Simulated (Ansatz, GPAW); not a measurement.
One calculation of Ru, 3 ways

```
Ru
1.0
     2.70580    0.00000    0.00000
    -1.35290    2.34329    0.00000
     0.00000    0.00000    4.28190
Ru
2
Direct
  0.66667 0.33333 0.75000
  0.33333 0.66667 0.25000
```

Alike in all runs: task single point; functional PBE; k mesh 11 × 11 × 6; occupations gaussian, width 0.024 eV; no spin polarisation; no spin-orbit coupling. Pressure is positive in compression and, in plane waves, holds the error of the finite cutoff, which Ansatz's Pulay term estimates and takes out.

```tsv
program and potentials	plane-wave cutoff (eV)	notes	pressure (GPa)
Ansatz, Ansatz PAW	420	Pulay term of +0.07 GPa included	4.51
GPAW, GPAW PAW data sets (gpaw-data 1.2.1)	600	-	3.57
Ansatz, all-electron LAPW, scalar-relativistic	-	-	4.45
```

The pressure spans 3.57 (GPAW, GPAW PAW data sets (gpaw-data 1.2.1)) to 4.51 GPa (Ansatz, Ansatz PAW), with all-electron results at 4.45.

Differences between rows come from potentials, basis sets and numerical settings, since the functional is the same but for its coding. Runs on potential files found faulty are left out.
